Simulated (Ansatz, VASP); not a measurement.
## Al in VASP and in Ansatz

The input INCAR:

```
ALGO = Normal ; EDIFF = 1E-8
ENCUT = 520 ; GGA = CA
ISIF = 2 ; ISMEAR = -1
LASPH = T ; LCHARG = F
LEFG = T ; LREAL = F
LWAVE = F ; NBANDS = 8
NELM = 80 ; PREC = Accurate
SIGMA = 0.03
```

Contents of KPOINTS:

```
k-points
0
Gamma
  17 17 17
```

The input POSCAR:

```
Al
1.0
    0.0000000000      1.9966255657      1.9966255657
    1.9966255657      0.0000000000      1.9966255657
    1.9966255657      1.9966255657      0.0000000000
Al
1
Direct
    0.0000000000      0.0000000000      0.0000000000
```

Input for Ansatz:

```yaml
crystal:
  lattice:
    - [0.0, 1.9966255657, 1.9966255657]
    - [1.9966255657, 0.0, 1.9966255657]
    - [1.9966255657, 1.9966255657, 0.0]
  atoms:
    - { symbol: Al, position: [0.0, 0.0, 0.0] }
kpoints:
  mp_grid: { grid: [17, 17, 17] }
scf:
  occupations: { method: fermi_dirac, width: 0.03 }
hamiltonian:
  xc: lda
  pseudopotentials: { kind: paw }
output:
  forces: true
  stress: true
  eigenvalues: true
  efg: { contact_densities: true }
```

Change from the starting cell: functional lda, volume scaled by 0.96, PAW files.

Alike in both runs: task electric field gradients; functional LDA; k mesh 17 × 17 × 17; occupations fermi-dirac, width 0.03 eV; no spin polarisation.

|  | VASP | Ansatz |
| --- | --- | --- |
| version | VASP 6.6.1 | Ansatz 0.2.0 |
| potentials or method | VASP PAW LDA potentials, release 64 (Al) | PAW with Ansatz's default frozen-core files, scalar-relativistic |
| plane-wave cutoff (eV) | 520 | 420 |
| valence electrons in the cell | 3 | 3 |

VASP gave:

* pressure (GPa): -0.6
* Vzz of the field gradient on the site that differs most (V/Å²): 0.0

Problem. What did Ansatz give for the same quantities?

Solution. Pressure (GPa): -0.7; Vzz of the field gradient on the site that differs most (V/Å²): 0.0.
